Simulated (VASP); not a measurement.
Input of a VASP 6.6.1 run:

The input POSCAR:

```
TaN
1.0
    2.9380011100      0.0000000000      0.0000000000
   -1.4690005500      2.5443836000      0.0000000000
    0.0000000000      0.0000000000      5.7660044200
Ta N
2 2
Direct
    0.3333333333      0.6666666667      0.2500000000
    0.3333333333      0.6666666667      0.7500000000
    0.0000000000      0.0000000000      0.0000000000
    0.0000000000      0.0000000000      0.5000000000
```

File INCAR.step1:

```
PREC = Accurate ; ENCUT = 450
EDIFF = 1E-5 ; ISMEAR = 0
SIGMA = 0.05 ; LREAL = False
LASPH = True ; NELM = 60
ALGO = Normal ; ISIF = 2
LWAVE = True ; LCHARG = False
ISPIN = 2 ; MAGMOM = 0.5 0.5 0 0
LORBIT = 11 ; LMAXMIX = 4
GGA = PE
```

The input INCAR.step2:

```
PREC = Accurate ; ENCUT = 450
EDIFF = 1E-6 ; ISMEAR = 0
SIGMA = 0.05 ; LREAL = False
LASPH = True ; NELM = 60
ALGO = Normal ; ISIF = 2
LWAVE = False ; LCHARG = False
ISPIN = 2 ; MAGMOM = 0.5 0.5 0 0
LORBIT = 11 ; LMAXMIX = 4
GGA = PE ; LHFCALC = True
HFSCREEN = 0.2 ; PRECFOCK = Fast
ISTART = 1
```

File KPOINTS:

```
Automatic mesh
0
Gamma
  5 5 3
```

Potentials or basis: VASP PAW PBE potentials, release 64 (Ta_pv, N).

The run is started by

```sh
$ cat potpaw_PBE.64/Ta_pv/POTCAR potpaw_PBE.64/N/POTCAR > POTCAR
$ cp INCAR.step1 INCAR
$ mpirun -np 1 vasp_std > vasp.out
$ cp INCAR.step2 INCAR
$ mpirun -np 1 vasp_std > vasp.out
```

Q: Predict the band gap on the k mesh.

A: None (metal or under the smearing width).

Q: What does it give for the net moment?

A: 0.00 μB per cell.

Caveat: the k mesh is coarse (spacing up to 0.49 Å⁻¹), so the values aren't converged, least of all with exact exchange. Spin-orbit coupling is left out, which matters for the levels of Ta.
